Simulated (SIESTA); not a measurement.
PtSe2 (Sudovikovite) under changes of volume

One of the cells (20.671 Å³/atom); the others are scaled copies at fixed shape and fractional positions:

```xyz
3
Lattice="3.7487 0.0000 0.0000 -1.8743 3.2464 0.0000 0.0000 0.0000 5.0955" Properties=species:S:1:pos:R:3 pbc="T T T"
Pt    0.0000    0.0000    0.0000
Se    1.8743    1.0821    3.8216
Se    0.0000    2.1643    1.2739
```

```yaml
Program: SIESTA 5.4.2
Functional: PBE
Potentials_or_basis: PseudoDojo 0.4 standard (PBE files)
Basis: DZP (energy shift 0.002 Ry)
Grid_cutoff: 800 Ry
Energy_shift: 0.002 Ry
k_mesh: 8 × 8 × 5
Occupations: fermi-dirac, width 0.05 eV
Spin: no spin polarisation
```

| volume (Å³/atom) | energy over the lowest point (meV/atom) | pressure (GPa) | largest force (eV/Å) |
| --- | --- | --- | --- |
| 19.049 | ? | ? | ? |
| 19.455 | 168.97 | 22.2 | 2.206 |
| 19.860 | 117.97 | 18.2 | 1.848 |
| 20.671 | 43.63 | 11.5 | 1.221 |
| 21.076 | 18.39 | 8.6 | 0.946 |
| 21.481 | 0.00 | 6.0 | 0.682 |

Task: What does the run at 19.049 Å³/atom give?

Result: Energy over the lowest point 230.33 meV/atom; pressure 26.6 GPa; largest force 2.579 eV/Å.

Worked out: A Birch-Murnaghan fit of order 3 (a polynomial in V^(-2/3)) to the other rows has no minimum within the range. It gives 230.87 meV/atom at 19.049 Å³/atom, against the run's 230.33, and -dE/dV = 26.7 GPa, against 26.6.

Energies are extrapolated to zero smearing.

Caveats: semicore shells carry a single zeta, which can move pressures by several GPa and volumes by a few percent; the basis of atomic orbitals isn't converged, which shifts pressures, moduli and gaps; forces of over 1 eV/Å show positions far from the minimum, so gaps and moduli don't describe the material at rest (some runs).
